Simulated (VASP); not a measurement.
# CdS: NMR shieldings and orbital susceptibility

CdS, P6_3mc (no. 186), 4 atoms in the cell. PBE, GIPAW shieldings; PAW potentials Cd, S_h (PBE set).

## Input

INCAR:
```
SYSTEM = CdS
GGA      = PE             ! functional
PREC     = Accurate       ! precision mode
ENCUT    = 500            ! plane-wave cutoff, eV
EDIFF    = 1E-8           ! SCF threshold, eV
LREAL    = .False.        ! projectors in reciprocal space
LASPH    = .True.         ! aspherical terms in the spheres
ALGO     = Normal         ! electronic algorithm
NELM     = 120            ! most SCF steps
LWAVE    = .False.        ! write WAVECAR
LCHARG   = .False.        ! write CHGCAR
LCHIMAG  = .True.       
LNMR_SYM_RED= .True.       
NLSPLINE = .True.       
ISMEAR   = 0              ! smearing method
SIGMA    = 0.01           ! smearing width, eV
KPAR     = 4             
```

KPOINTS:
```
k-points
0
Gamma
  6 6 4
```

POSCAR:
```
CdS
1.0
    4.1500000000      0.0000000000      0.0000000000
   -2.0750000000      3.5940054257      0.0000000000
    0.0000000000      0.0000000000      6.7370000000
Cd S
2 2
Direct
    0.6666666667      0.3333333333      0.5000000000
    0.3333333333      0.6666666667      0.0000000000
    0.6666666667      0.3333333333      0.8750000000
    0.3333333333      0.6666666667      0.3750000000
```

Commands:
```
cat potpaw_PBE.64/Cd/POTCAR potpaw_PBE.64/S_h/POTCAR > POTCAR
mpirun -np 4 vasp_std > vasp.out
```

## Result

- Orbital susceptibility (1e-6 cm³ per mole of cells): -178.6

Absolute shieldings:

| Atoms | Isotropic (ppm) | Span (ppm) |
|---|---|---|
| Cd1, Cd2 | 2993.6 | 14.7 |
| S1, S2 | 476.8 | 25.0 |

Two forms of the response, pGv and vGv, give -178.6 and -157.8 x 10^-6 cm³/mol for the orbital susceptibility of the cell.

The shieldings include the G = 0 term, which follows from the susceptibility (pGv form unless LVGVAPPL = T).

Limits: The pGv and vGv forms of the susceptibility differ by more than 5 %, and the shieldings take over part of that uncertainty through the G = 0 term; the response is non-relativistic, which costs accuracy next to heavy atoms.

VASP 6.6.1 took 270 s on 4 cores (Intel Xeon 6975P-C (Granite Rapids)), a shared host.
